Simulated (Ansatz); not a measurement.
# HfO2: the cost of one run

Computed with Ansatz 0.2.0 (DFT PBEsol, scalar-relativistic, plane waves, PAW, unless a step's input says otherwise).

1 further run of the same task is left out (set aside as unsound or not needed).

## (1) The structure to begin with

It takes space group Fm-3m (No. 225, cubic). The conventional cell has a = 5.044 Å, b = 5.044 Å, c = 5.044 Å, α = 90.00°, β = 90.00°, γ = 90.00°. Hf (site symmetry m-3m) has 8 O at 2.18 Å as nearest neighbours. Around O (site symmetry -43m) lie 4 Hf at 2.18 Å.

As a file:

```xyz
3
Lattice="0.0000 2.5219 2.5219 2.5219 0.0000 2.5219 2.5219 2.5219 0.0000" Properties=species:S:1:pos:R:3 pbc="T T T"
Hf    0.0000    0.0000    0.0000
O     1.2609    1.2609    1.2609
O     3.7828    3.7828    3.7828
```

It is the result of an earlier relaxation at this level (volume 10.69 Å³/atom; gap on the mesh: 3.69 eV).

## (2) The cell under 25 GPa

At a set pressure the run lowers the enthalpy E + PV, so the energy alone may rise along the way.

File input.yaml:

```yaml
crystal:
  lattice:
    - [0.0, 2.5218796372, 2.5218796372]
    - [2.5218796372, 0.0, 2.5218796372]
    - [2.5218796372, 2.5218796372, 0.0]
  atoms:
    - { symbol: Hf, position: [0.0, 0.0, 0.0] }
    - { symbol: O, position: [0.25, 0.25, 0.25] }
    - { symbol: O, position: [0.75, 0.75, 0.75] }
basis:
  ecutwfc: 420
kpoints:
  mp_grid: { grid: [8, 8, 8] }
hamiltonian:
  xc: pbesol
scf:
  occupations: { method: fixed }
output:
  forces: true
  stress: true
  eigenvalues: true
relax:
  adjacent_minimum: "off"
  f_tol: 0.001
  max_steps: 60
  cell: { stress_tol: 0.02, p_target: 25.0 }
```

Launch:

```sh
$ ansatz run input.yaml --threads 1 --pin off --max-ram 3072MiB --backend cpu --events-out ev --progress --plain --runs-dir out
```

**Question.** How long does this run take on 1 thread of AMD EPYC 9R45 (Zen 5), shared host, and how much memory does it need?

About 3.6 s, with a peak of 0.38 GiB.
